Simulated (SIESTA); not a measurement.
ZnS (Wurtzite-6H):

```
Zn S
1.0
     3.81200    0.00000    0.00000
    -1.90600    3.30129    0.00000
     0.00000    0.00000   18.68999
Zn S
6 6
Direct
  0.33333 0.66667 0.83333
  0.66667 0.33333 0.33333
  0.66667 0.33333 0.66667
  0.33333 0.66667 0.16667
  0.00000 0.00000 0.50000
  0.00000 0.00000 0.00000
  0.33333 0.66667 0.95833
  0.66667 0.33333 0.45833
  0.66667 0.33333 0.79167
  0.33333 0.66667 0.29167
  0.00000 0.00000 0.62500
  0.00000 0.00000 0.12500
```

Base run:

```yaml
Program: SIESTA 5.4.2
Functional: BLYP
Potentials_or_basis: PseudoDojo 0.4 standard (PBE files)
Basis: DZP (energy shift 0.003 Ry; two zetas on semicore shells)
Grid_cutoff: 800 Ry
Energy_shift: 0.003 Ry
k_mesh: 8 × 8 × 2
Occupations: fermi-dirac, width 0.05 eV
Spin: no spin polarisation
```

Its results: band gap on the k mesh 2.54 eV, direct; pressure 6.6 GPa; largest force 0.029 eV/Å.

Task: The run is repeated on the same cell with these changes: functional from BLYP to vdW-DF-cx. What comes out?

Result: Band gap on the k mesh 2.46 eV, direct; pressure 0.7 GPa; largest force 0.026 eV/Å.

Caveats: short orbitals over semicore shells can move pressures by several GPa; the valence orbitals were made in a potential fitted to the semicore shell under them, which widens gaps by tenths of an eV or more; the potentials were made for another functional, which shifts forces and pressure; the cell's inner coordinates are idealised or old, which leaves forces on the atoms; the basis of atomic orbitals isn't converged, which shifts pressures, moduli and gaps.
